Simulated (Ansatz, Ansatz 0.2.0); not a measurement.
# Debye temperature of antiferromagnetic MnGa4 from elastic constants: shear stiffness and k-point sampling

## Experimental context

The reference is a Debye temperature of 389 K for MnGa4, from "Antiferromagnetic ground state in the MnGa$_4$ intermetallic compound" (2018, arXiv:1802.03256). It was obtained by relaxation calorimetry on several crystals grown from Ga flux and glued together. The number is derived from the coefficient of the $T^3$ term in a fit to the low-temperature heat capacity, so it is not a direct reading of the sound velocities. In this limit the lattice part comes from long-wavelength acoustic phonons, which makes it the right counterpart to a Debye temperature computed from elastic constants. An antiferromagnet can add a $T^3$ term of its own from spin waves, if their gap is small enough; a fit that assigns the whole term to the lattice then gives too low a Debye temperature.

| compared with | measured | source's wording or label | method |
| --- | --- | --- | --- |
| Debye temperature (K) | 389 | from T^3 term of low-temperature heat capacity | relaxation calorimetry |

Conditions are those given with the value in the passage it was taken from; "not stated" means there, and the paper may say more elsewhere. The values are a selection: others may have been left out beforehand as unlike or outlying.

## Aim and plan

I want the Debye temperature of MnGa4 within 5 % of the calorimetric value. Since $\Theta_D$ goes roughly as the square root of the shear stiffness, this allows about 10 % in the shear modulus, which is a fair demand on a good semilocal functional for a metal.

The model is the PtHg4-type crystal with collinear antiferromagnetic order in a doubled cell. The primitive cell would be cheaper, but it can hold only a nonmagnetic or ferromagnetic state, and Mn moments couple to the bond lengths and hence to the stiffness. PBEsol is my choice because it usually gives good equilibrium volumes for metals, and elastic constants follow the volume closely. The ions relax under each strain, as they do in a sound wave of long wavelength.

The calculation is for a static lattice. Zero-point motion should soften it slightly, by perhaps a per cent in $\Theta_D$; the low-temperature reference needs no further thermal allowance. After the main run I will test the Brillouin-zone sampling and the smearing, then set one other functional beside the result.

Plain PBE isn't shown in this study.

System: MnGa4, cubic PtHg4 type; Im-3m (No. 229), 5 atoms in the primitive cell; the database structure is a database entry's sites in a cell taken from published measurements: a = 5.596 Å; structure from the Materials Project.

On the selection of runs and values: Further runs on this system are not shown.

## 1. PBEsol with antiferromagnetic order

I start with the relaxed antiferromagnetic cell on a 6x6x6 mesh with strains of 0.01. Two things matter here: whether the Mn moments survive the relaxation with zero net moment, and where the Debye temperature falls. I expect it within the target.

**Run 1.** Ansatz 0.2.0: PBEsol, cell doubled for the wavevector (½ ½ ½ in reciprocal vectors of the primitive cell), antiferromagnetic start, cell and atoms relaxed in a first step at this level from the database structure (its input isn't shown), PAW set soft_2, cutoff 420 eV (default), 6x6x6 k mesh, Methfessel-Paxton smearing 0.25 eV; elastic constants by two-point finite strains with relaxed ions, amplitude 0.01; constants read on the axes of the parent cell.

Key lines of the input:
```
crystal:
  lattice:
    - [0.0, 5.5174745926, 0.0]
    - [5.5174745926, 0.0, 0.0]
    - [5.5174745926, 5.5174745926, -5.5174745926]
  # atoms, with starting spins
kpoints:
  mp_grid: { grid: [6, 6, 6] }
hamiltonian:
  xc: pbesol
scf:
  occupations: { method: methfessel_paxton, width: 0.25 }
output:
  forces: true
  stress: true
magnetization:
  spin_polarized: true
elastic:
  mode: relaxed_ion
  stencil: two_point
  amplitude: 0.01
```

Command:
```
ansatz run input.yaml --threads 4 --pin off --max-ram 16384MiB --backend cpu --events-out ev --progress --plain --runs-dir out
```

Selected lines of the output:
```
  C = ∂σ_k/∂η_j (tension-positive GPa; Voigt order 11 22 33 23 13 12):
       178.017     62.808     62.808      0.000     -0.000      0.000
         0.000     -0.000     -0.000     72.738      0.000     -0.000
  moduli (Voigt/Reuss/Hill, GPa): K = 101.21/101.21/101.21   G = 66.68/65.82/66.25   E = 163.16   ν = 0.231
```

Converged; 2.4 min on 4 cores of Arm Neoverse V2, shared host. Warnings: magnetic_order_settling_ended.

| quantity | run 1 | measured | deviation |
| --- | --- | --- | --- |
| Debye temperature (K) | 407.6 | 389 | +18.6 (+4.8 %) |
| size of moment on Mn (μB) | 1.040 |  |  |
| net moment per formula unit (μB) | 0 |  |  |
| conventional cell volume (Å³) | 167.97 |  |  |
| pressure (GPa) | −0.00297 |  |  |
| B (Reuss) (GPa) | 101.2 |  |  |
| G (Hill) (GPa) | 66.3 |  |  |

The Mn moments survive at 1.04 $\mu_B$ with no net moment, so the antiferromagnetic state is the one being strained. The run ends with the warning magnetic_order_settling_ended; I take no more from it than its name, and rely on the final moments.

The Debye temperature of 407.6 K lies 4.8 % above the calorimetric value. That is a narrow pass, with less than 1 K to spare, and a small change in the shear constants could undo it. The relaxed cubic edge is 5.517 Å against 5.596 Å in the measured starting cell, 1.4 % shorter. This is more than I would expect from thermal expansion and zero-point motion together, so PBEsol probably overbinds here, and too short a cell usually means too stiff a lattice. The sign fits the excess in $\Theta_D$.

## 2. Denser mesh and narrower smearing

Shear strains lower the symmetry and shift states across the Fermi level, so the shear constants are more exposed to sampling than the bulk modulus. I repeat the calculation on an 8x8x8 mesh, and separately with the smearing cut from 0.25 to 0.1 eV on the original mesh. The broad smearing may also affect the small Mn moment. I expect shifts of a few kelvin at most, which is still enough to decide on which side of the limit PBEsol falls.

**Run 2.** Ansatz 0.2.0: PBEsol, cell doubled for the wavevector (½ ½ ½ in reciprocal vectors of the primitive cell), antiferromagnetic start, cell and atoms relaxed in a first step at this level from the database structure (its input isn't shown), PAW set soft_2, cutoff 420 eV (default), 8x8x8 k mesh, Methfessel-Paxton smearing 0.25 eV; elastic constants by two-point finite strains with relaxed ions, amplitude 0.01; constants read on the axes of the parent cell.

Key lines of the input:
```
crystal:
  lattice:
    - [0.0, 5.5170288999, 0.0]
    - [5.5170288999, 0.0, 0.0]
    - [5.5170288999, 5.5170288999, -5.5170288999]
  # atoms, with starting spins
kpoints:
  mp_grid: { grid: [8, 8, 8] }
hamiltonian:
  xc: pbesol
scf:
  occupations: { method: methfessel_paxton, width: 0.25 }
output:
  forces: true
  stress: true
magnetization:
  spin_polarized: true
elastic:
  mode: relaxed_ion
  stencil: two_point
  amplitude: 0.01
```

Selected lines of the output:
```
  C = ∂σ_k/∂η_j (tension-positive GPa; Voigt order 11 22 33 23 13 12):
       191.498     57.230     57.230      0.000     -0.000      0.000
         0.000     -0.000      0.000     79.438      0.000     -0.000
  moduli (Voigt/Reuss/Hill, GPa): K = 101.99/101.99/101.99   G = 74.52/74.01/74.26   E = 179.28   ν = 0.207
```

Converged; 5.4 min on 4 cores of Arm Neoverse V1, shared host. Warnings: magnetic_order_settling_ended.

**Run 3.** Ansatz 0.2.0: PBEsol, cell doubled for the wavevector (½ ½ ½ in reciprocal vectors of the primitive cell), antiferromagnetic start, cell and atoms relaxed in a first step at this level from the database structure (its input isn't shown), PAW set soft_2, cutoff 420 eV (default), 6x6x6 k mesh, Methfessel-Paxton smearing 0.1 eV; elastic constants by two-point finite strains with relaxed ions, amplitude 0.01; constants read on the axes of the parent cell.

Key lines of the input:
```
crystal:
  lattice:
    - [0.0, 5.5163682265, 0.0]
    - [5.5163682265, 0.0, 0.0]
    - [5.5163682265, 5.5163682265, -5.5163682265]
  # atoms, with starting spins
kpoints:
  mp_grid: { grid: [6, 6, 6] }
hamiltonian:
  xc: pbesol
scf:
  occupations: { method: methfessel_paxton, width: 0.1 }
output:
  forces: true
  stress: true
magnetization:
  spin_polarized: true
elastic:
  mode: relaxed_ion
  stencil: two_point
  amplitude: 0.01
```

Selected lines of the output:
```
  C = ∂σ_k/∂η_j (tension-positive GPa; Voigt order 11 22 33 23 13 12):
       178.078     63.188     63.188      0.000     -0.000      0.000
         0.000     -0.000     -0.000     67.437      0.000     -0.000
  moduli (Voigt/Reuss/Hill, GPa): K = 101.48/101.48/101.48   G = 63.44/63.05/63.25   E = 157.10   ν = 0.242
```

Converged; 2.3 min on 4 cores of Arm Neoverse V2, shared host. Warnings: magnetic_order_settling_ended.

| quantity | run 2 | run 3 | measured |
| --- | --- | --- | --- |
| Debye temperature (K) | 430.5 | 398.9 | 389 |
| size of moment on Mn (μB) | 1.063 | 1.002 |  |
| net moment per formula unit (μB) | 0 | 0 |  |
| conventional cell volume (Å³) | 167.93 | 167.86 |  |
| pressure (GPa) | −0.00246 | −0.00284 |  |
| B (Reuss) (GPa) | 102.0 | 101.5 |  |
| G (Hill) (GPa) | 74.3 | 63.2 |  |

I had expected a few kelvin; the denser mesh raises $\Theta_D$ by about 23 K to 430.5 K, 10.7 % above the reference and well outside the target. The narrower smearing on the 6x6x6 mesh lowers it instead, to 398.9 K. The narrow pass of the first run therefore carries no weight.

The change is almost all in shear. Between the two meshes $G$ rises from 66.3 to 74.3 GPa, with both $C_{44}$ and $C_{11}-C_{12}$ stiffening, while the bulk modulus moves by less than 1 GPa and the volume hardly at all. Narrower smearing leaves $C_{11}$ nearly alone and takes about 5 GPa off $C_{44}$. This is the pattern of a Fermi surface sampled too coarsely for strains that lower the symmetry. Two meshes so far apart don't establish a limit, so 430.5 K is my best-sampled value and not a converged one.

## 3. Strain amplitude and r2SCAN for scale

A finite strain can also carry states across the Fermi level, so I halve the amplitude to 0.005 on the 6x6x6 mesh. If the shear constants hold, the strain step is not what makes them unsteady there.

For scale I add r2SCAN at the mesh and smearing of the first run. I expect a larger Mn moment and a longer cell edge than with PBEsol. Its Debye temperature will share the sampling problem, so I will use it to see how moment and volume respond, and not to rank the functionals.

**Run 4.** Ansatz 0.2.0: PBEsol, cell doubled for the wavevector (½ ½ ½ in reciprocal vectors of the primitive cell), antiferromagnetic start, cell and atoms relaxed in a first step at this level from the database structure (its input isn't shown), PAW set soft_2, cutoff 420 eV (default), 6x6x6 k mesh, Methfessel-Paxton smearing 0.25 eV; strain amplitude 0.005; elastic constants by two-point finite strains with relaxed ions; constants read on the axes of the parent cell.

Key lines of the input, as changed from run 1:
```diff
  crystal:
    lattice:
-     - [0.0, 5.5174745926, 0.0]
-     - [5.5174745926, 0.0, 0.0]
-     - [5.5174745926, 5.5174745926, -5.5174745926]
+     - [0.0, 5.5174744951, 0.0]
+     - [5.5174744951, 0.0, 0.0]
+     - [5.5174744951, 5.5174744951, -5.5174744951]
  elastic:
-   amplitude: 0.01
+   amplitude: 0.005
```

Selected lines of the output:
```
  C = ∂σ_k/∂η_j (tension-positive GPa; Voigt order 11 22 33 23 13 12):
        -0.000      0.000     -0.000     72.672     -0.000      0.000
  moduli (Voigt/Reuss/Hill, GPa): K = 101.16/101.16/101.16   G = 66.58/65.70/66.14   E = 162.92   ν = 0.232
```

Converged; 2.3 min, same machine. Warnings: magnetic_order_settling_ended.

**Run 5.** Ansatz 0.2.0: r2SCAN, cell doubled for the wavevector (½ ½ ½ in reciprocal vectors of the primitive cell), antiferromagnetic start, cell and atoms relaxed in a first step at this level from the database structure (its input isn't shown), PAW set soft_2, cutoff 500 eV (default), 6x6x6 k mesh, Methfessel-Paxton smearing 0.25 eV; elastic constants by two-point finite strains with relaxed ions, amplitude 0.01; constants read on the axes of the parent cell.

Key lines of the input, as changed from run 1:
```diff
  crystal:
    lattice:
-     - [0.0, 5.5174745926, 0.0]
-     - [5.5174745926, 0.0, 0.0]
-     - [5.5174745926, 5.5174745926, -5.5174745926]
+     - [0.0, 5.5717098677, 0.0]
+     - [5.5717098677, 0.0, 0.0]
+     - [5.5717098677, 5.5717098677, -5.5717098677]
  hamiltonian:
-   xc: pbesol
+   xc: r2scan
```

Selected lines of the output:
```
  C = ∂σ_k/∂η_j (tension-positive GPa; Voigt order 11 22 33 23 13 12):
       161.654     50.922     50.922      0.000     -0.000      0.000
        -0.000      0.000     -0.000     71.146     -0.000      0.000
  moduli (Voigt/Reuss/Hill, GPa): K = 87.83/87.83/87.83   G = 64.83/63.86/64.35   E = 155.16   ν = 0.206
```

Converged; 6.7 min, same machine. Warnings: magnetic_order_settling_ended.

| quantity | run 4 | run 5 | measured |
| --- | --- | --- | --- |
| Debye temperature (K) | 407.2 | 402.4 | 389 |
| size of moment on Mn (μB) | 1.040 | 1.912 |  |
| net moment per formula unit (μB) | 0 | 0 |  |
| conventional cell volume (Å³) | 167.97 | 172.97 |  |
| pressure (GPa) | −0.00297 | 0.00011 |  |
| B (Reuss) (GPa) | 101.2 | 87.8 |  |
| G (Hill) (GPa) | 66.1 | 64.3 |  |

Halving the strain changes $\Theta_D$ by 0.4 K and $G$ by about 0.1 GPa, so on this mesh the strain step is not the source of the unsteady shear constants. That leaves the sampling of the Fermi surface, together with the smearing, as the main numerical doubt.

r2SCAN gives the larger moment and longer edge I expected: 1.91 $\mu_B$ against 1.04, and 5.572 Å, only 0.4 % short of the starting cell. The bulk modulus falls from 101.2 to 87.8 GPa, but $G$ drops by only about 2 GPa, and $\Theta_D$ follows it down to 402.4 K. This is 3.4 % above the reference, on a mesh that PBEsol has shown to be too coarse for such a comparison: the two functionals differ by 5.2 K here, while the denser mesh moved PBEsol by about 23 K. I therefore don't count it as a pass. Nor does the better cell settle the matter in favour of r2SCAN, since functionals of this kind tend to exaggerate moments in itinerant magnets, and a larger moment by itself expands the lattice.

## Overview

| run | settings | Debye temperature (K) | deviation | cost |
| --- | --- | --- | --- | --- |
| 1 | PBEsol, cutoff 420 eV (default), 6x6x6 k mesh, Methfessel-Paxton smearing 0.25 eV, amplitude 0.01 | 407.6 | +18.6 (+4.8 %) | 9.8 core-min |
| 2 | PBEsol, cutoff 420 eV (default), 8x8x8 k mesh, Methfessel-Paxton smearing 0.25 eV, amplitude 0.01 | 430.5 | +41.5 (+10.7 %) | 22 core-min |
| 3 | PBEsol, cutoff 420 eV (default), 6x6x6 k mesh, Methfessel-Paxton smearing 0.1 eV, amplitude 0.01 | 398.9 | +9.9 (+2.5 %) | 9.2 core-min |
| 4 | PBEsol, cutoff 420 eV (default), 6x6x6 k mesh, Methfessel-Paxton smearing 0.25 eV, strain amplitude 0.005 | 407.2 | +18.2 (+4.7 %) | 9.3 core-min |
| 5 | r2SCAN, cutoff 500 eV (default), 6x6x6 k mesh, Methfessel-Paxton smearing 0.25 eV, amplitude 0.01 | 402.4 | +13.4 (+3.4 %) | 27 core-min |
|  | measured | 389 |  |  |

## Assessment

The target is missed. PBEsol on the 8x8x8 mesh, the best-sampled level here, gives a Debye temperature of 430.5 K, 10.7 % above the calorimetric 389 K, for 22 core-minutes. The PBEsol runs on the 6x6x6 mesh all fall within 5 %, but I put that down to chance, because the denser mesh moves the result out again.

The mesh test mattered most: it raised the shear modulus by 8.0 GPa and left the bulk modulus almost unchanged. Narrower smearing on the coarser mesh pulled the other way. Halving the strain made almost no difference on the coarser mesh, so the strain step is an unlikely cause. r2SCAN showed how strongly moment and volume depend on the functional, but its 402.4 K comes from the coarser mesh and can't rank it against PBEsol.

Several causes may share the excess of 41.5 K. Sampling error remains, of unknown sign and size, and the effect of the cutoff and the PAW set is not shown in this report. The PBEsol cell edge is 1.4 % shorter than that of the measured starting cell, which probably makes the lattice too stiff; the size of this effect by itself is not shown in this report. Zero-point softening, perhaps a per cent of $\Theta_D$, would lower the computed value slightly and is too small to close the gap. On the experimental side, a spin-wave share in the $T^3$ term would make the derived Debye temperature too low. That also has the right sign, but I can't give it a size.

The bulk modulus is steady against mesh and smearing, but it has no measured counterpart here. The converged shear stiffness remains open, and with it the functional's own error. A still denser mesh, with the smearing tested again on it, has to come before any judgement of PBEsol.

[Logs are printed without paths, hosts, clocks, repeated set-up lines and the standing remarks that a program may print on its own settings, such as how far it seeks lower states.]

[The runs shown are a pick from a larger set of finished runs; failed, doubtful and other runs were left out of it ahead of writing. So were measured values far from every level or from commonly accepted values, and agreement can look better than it is. Lines of input and output are excerpts and may be shortened.]
